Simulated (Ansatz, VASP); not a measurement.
## Two plane-wave programs on HfB4

```xyz
5
Lattice="3.0881 0.0000 0.0000 -1.5441 2.6744 0.0000 0.0000 0.0000 5.3000" Properties=species:S:1:pos:R:3 pbc="T T T"
Hf    0.0000    0.0000    0.0000
B     0.0000    1.7829    3.6109
B     1.5441    0.8915    3.6109
B     0.0000    1.7829    1.6891
B     1.5441    0.8915    1.6891
```

Alike in both runs: functional PBE; dispersion D3(BJ); k mesh 15 × 15 × 8; occupations gaussian, width 0.1 eV; no spin polarisation.

Ansatz relaxed the structure, and its values are those at the end. VASP's run is a single point on that final structure, the one shown.

```csv
,VASP,Ansatz
version,VASP 6.6.1,Ansatz 0.2.0
potentials or method,"VASP PAW PBE potentials, release 64 (Hf_pv, B)","scalar-relativistic, plane waves, PAW"
plane-wave cutoff (eV),520,420
valence electrons in the cell,22,38
```

|  | VASP | Ansatz | Ansatz less VASP |
| --- | --- | --- | --- |
| gap on the k mesh at the Fermi level (eV) | none | none | - |
| pressure (GPa) | -0.1 | 0.0 | +0.08 |
| rms of the force components (eV/Å) | 0.003 | 0.000 | -0.0034 |

A gap of «none» marks a metal or a gap that the smearing closes. The two sets of potentials don't hold the same shells in valence.

Caveats: pairwise dispersion overbinds metals, which lowers pressure and volume. Spin-orbit coupling is left out, which matters for the levels of Hf.
